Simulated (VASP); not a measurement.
**From an Ansatz input to VASP: SiC (zincblende)**

Ansatz input

```yaml
crystal:
  lattice:
    - [0.0, 2.1897788109, 2.1897788109]
    - [2.1897788109, 0.0, 2.1897788109]
    - [2.1897788109, 2.1897788109, 0.0]
  atoms:
    - { symbol: Si, position: [0.0, 0.0, 0.0] }
    - { symbol: C, position: [0.25, 0.25, 0.25] }
kpoints:
  mp_grid: { grid: [10, 10, 10] }
hamiltonian:
  xc: pbesol
scf:
  occupations: { method: fermi_dirac, width: 0.02 }
relax:
  f_tol: 0.005
  cell: {}
```

Q: Translate this input to VASP.

A: 

INCAR

```
LREAL = .FALSE.
PREC = Accurate
EDIFFG = -5E-3
GGA = PS
NELM = 120
LCHARG = .FALSE.
SIGMA = 0.02
LASPH = .TRUE.
ISMEAR = -1
LWAVE = .FALSE.
NSW = 40
IBRION = 2
EDIFF = 1E-7
ISIF = 3
NBANDS = 11
ENCUT = 600
```

KPOINTS

```
KPOINTS created by Atomic Simulation Environment
0
Gamma
10 10 10
0 0 0
```

POSCAR

```
Si C
 1.0000000000000000
     0.0000000000000000    2.1897788108572280    2.1897788108572280
     2.1897788108572280   -0.0000000000000000    2.1897788108572280
     2.1897788108572280    2.1897788108572280   -0.0000000000000000
 Si  C
   1   1
Cartesian
 -0.0000000000000000  0.0000000000000000 -0.0000000000000000
  1.0948894054286140  1.0948894054286140  1.0948894054286140
```

VASP ran with the recommended PBE PAW datasets (8 valence electrons in the cell). Other inputs would serve too.

```tsv
	Ansatz	VASP
relaxed cell vector lengths	3.081, 3.081, 3.081 Å	3.082, 3.082, 3.082 Å
relaxed cell volume	20.68 Å³	20.69 Å³
```

Each program uses its own PAW datasets. VASP's cell holds 8 valence electrons and Ansatz's 8.
